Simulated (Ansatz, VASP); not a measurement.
**Ag: VASP beside Ansatz**

The input INCAR:

```
SYSTEM = Ag
PREC     = Accurate       ! precision mode
ENCUT    = 520            ! plane-wave cutoff, eV
EDIFF    = 1E-6           ! SCF threshold, eV
ISMEAR   = 0              ! smearing method
SIGMA    = 0.2            ! smearing width, eV
LREAL    = .FALSE.        ! projectors in reciprocal space
LASPH    = .TRUE.         ! aspherical terms in the spheres
NELM     = 60             ! most SCF steps
ALGO     = Normal         ! electronic algorithm
ISIF     = 2              ! what is computed and relaxed
LWAVE    = .FALSE.        ! write WAVECAR
LCHARG   = .FALSE.        ! write CHGCAR
GGA      = PE             ! functional
NBANDS   = 12             ! bands
```

The input KPOINTS:

```
Automatic mesh
0
G
  13 13 13
  0 0 0
```

Contents of POSCAR:

```
Ag
1.0
    0.0000000000      2.0734381516      2.0734381516
    2.0734381516      0.0000000000      2.0734381516
    2.0734381516      2.0734381516      0.0000000000
Ag
1
Direct
    0.0000000000      0.0000000000      0.0000000000
```

Input for Ansatz:

```yaml
crystal:
  lattice:
    - [0.0, 2.0734381516, 2.0734381516]
    - [2.0734381516, 0.0, 2.0734381516]
    - [2.0734381516, 2.0734381516, 0.0]
  atoms:
    - { symbol: Ag, position: [0.0, 0.0, 0.0] }
hamiltonian:
  xc: pbe
  pseudopotentials:
    kind: paw
    azcp:
      Ag: "pseudopotentials/Ag.paw.azcp"
basis:
  ecutwfc: 420
  fft_grid_basis: typed
kpoints:
  mp_grid: { grid: [13, 13, 13], shift: [0, 0, 0] }
magnetization:
  spin_polarized: false
scf:
  occupations: { method: gaussian, width: 0.2 }
  lower_state_search: "off"
output:
  stress: true
  write_density: true
  write_potential: true
  elf: true
  volumetric_format: npy
```

Alike in both runs: task single point; functional PBE; k mesh 13 × 13 × 13; occupations gaussian, width 0.2 eV; no spin polarisation.

```csv
,VASP,Ansatz
version,VASP 6.6.1,Ansatz 0.2.0
potentials or method,"VASP PAW PBE potentials, release 64 (Ag)","plane waves (420 eV) with PAW, scalar-relativistic"
plane-wave cutoff (eV),520,420
valence electrons in the cell,11,19
```

|  | VASP | Ansatz | Ansatz less VASP |
| --- | --- | --- | --- |
| pressure (GPa) | -0.1 | 0.0 | +0.11 |

With one functional, cell and mesh, what is left measures potentials, basis and numerics. The two sets of potentials don't hold the same shells in valence.
